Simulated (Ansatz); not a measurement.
# Response of BaTiO₃ to small distortions

```
CELL_PARAMETERS angstrom
3.99980 0.00000 0.00000
0.00000 3.99980 0.00000
0.00000 0.00000 4.01800
ATOMIC_POSITIONS crystal
Ba 0.00000 0.00000 0.00000
Ti 0.50000 0.50000 0.50000
O 0.50000 0.50000 0.00000
O 0.50000 0.00000 0.50000
O 0.00000 0.50000 0.50000
```

Atom numbers follow the list: Ba1, Ti2, O3, O4, O5.

The cell is COD entry 2100860, as deposited and not checked against the literature; nothing was relaxed.

No spin–orbit coupling, which matters for the heavy atoms here.

Theory: DFT, PBE, all-electron LAPW, scalar-relativistic in Ansatz 0.2.0.

Settings: a Γ-centred 7×7×7 k mesh, Fermi–Dirac smearing of 0.03 eV, basis error target 1 meV/atom, no spin polarisation.

The unchanged cell is at 1.69 GPa.

x, y and z are the Cartesian axes of the cell as listed; fractional coordinates follow a strain, and an engineering shear is twice the off-diagonal strain component.

(1) With this change (equal xy, yz and zx engineering shear strains of -3 %), what becomes of the energy and stress and gap?

(2) With this change (equal xy, yz and zx engineering shear strains of -1 %), what becomes of the energy and stress and gap?

With equal xy, yz and zx engineering shear strains of +2 %: energy change +6 meV/atom; stress change (xx, yy, zz, yz, xz, xy) 0.11, 0.11, 0.11, -2.41, -2.41, -2.41 GPa, compression positive; gap on the k mesh 1.86 → 1.79 eV.

(3) With this change (equal xy, yz and zx engineering shear strains of -2 %), what becomes of the energy and stress and gap?

(4) With this change (equal xy, yz and zx engineering shear strains of +1 %), what becomes of the energy and stress and gap?

With equal xy, yz and zx engineering shear strains of +3 %: energy change +13 meV/atom; stress change (xx, yy, zz, yz, xz, xy) 0.25, 0.25, 0.25, -3.60, -3.60, -3.61 GPa, compression positive; gap on the k mesh 1.86 → 1.74 eV.

## Answers

(1) Energy change +14 meV/atom; stress change (xx, yy, zz, yz, xz, xy) 0.25, 0.25, 0.26, 3.69, 3.69, 3.70 GPa, compression positive; gap on the k mesh 1.86 → 1.63 eV.

(2) Energy change +1 meV/atom; stress change (xx, yy, zz, yz, xz, xy) 0.03, 0.03, 0.03, 1.22, 1.22, 1.22 GPa, compression positive; gap on the k mesh 1.86 → 1.81 eV.

(3) Energy change +6 meV/atom; stress change (xx, yy, zz, yz, xz, xy) 0.11, 0.11, 0.11, 2.45, 2.45, 2.45 GPa, compression positive; gap on the k mesh 1.86 → 1.72 eV.

(4) Energy change +1 meV/atom; stress change (xx, yy, zz, yz, xz, xy) 0.03, 0.03, 0.03, -1.21, -1.21, -1.21 GPa, compression positive; gap on the k mesh 1.86 → 1.83 eV.
